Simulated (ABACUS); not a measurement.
## YN under changes of volume

One of the cells (14.500 Å³/atom); the others are scaled copies at fixed shape and fractional positions:

```
Y N
1.0
     0.00000    2.43850    2.43850
     2.43850    0.00000    2.43850
     2.43850    2.43850    0.00000
Y N
1 1
Direct
  0.00000 0.00000 0.00000
  0.50000 0.50000 0.50000
```

| Item | Value |
| --- | --- |
| Program | ABACUS 3.10.1 |
| Functional | PBE |
| Potentials or basis | PseudoDojo NC SR 0.4.1 PBE standard |
| Cutoff | 1361 eV |
| Density cutoff | 5442 eV |
| Basis | DZP LCAO (the cutoffs set its grid) |
| k mesh | 9 × 9 × 9 |
| Occupations | fermi-dirac, width 0.05 eV |
| Spin | no spin polarisation |

| volume (Å³/atom) | energy over the lowest point (meV/atom) | pressure (GPa) | gap on the mesh (eV) |
| --- | --- | --- | --- |
| 13.630 | 52.48 | 15.4 | 0.11 |
| 13.920 | 28.65 | 11.0 | 0.15 |
| 14.210 | 12.41 | 7.0 | 0.19 |
| 14.500 | 3.08 | 3.4 | 0.23 |
| 14.790 | 0.00 | 0.1 | 0.26 |
| 15.080 | ? | ? | ? |
| 15.370 | 10.24 | -5.6 | 0.32 |

Task: What does the run at 15.080 Å³/atom give?

Result: Energy over the lowest point 2.57 meV/atom; pressure -2.9 GPa; gap on the mesh 0.29 eV.

Worked out: A Birch-Murnaghan fit of order 3 (a polynomial in V^(-2/3)) to the other rows has its minimum at 14.80 Å³/atom with B0 = V·E''(V) = 159 GPa and B' = 4.0. It gives 2.56 meV/atom at 15.080 Å³/atom, against the run's 2.57, and -dE/dV = -2.9 GPa, against -2.9. A straight line through the other rows of the gap, of slope 1.76 eV per unit of ln V, gives 0.29 eV, against the run's 0.29.

Energies are extrapolated to zero smearing.

Caveats: the atomic orbitals were generated for these runs and aren't a published set; an odd mesh through Γ misses points on the zone boundary, where band edges often lie; the basis of atomic orbitals isn't converged, which shifts pressures, moduli and gaps. Spin-orbit coupling on Y is left out.
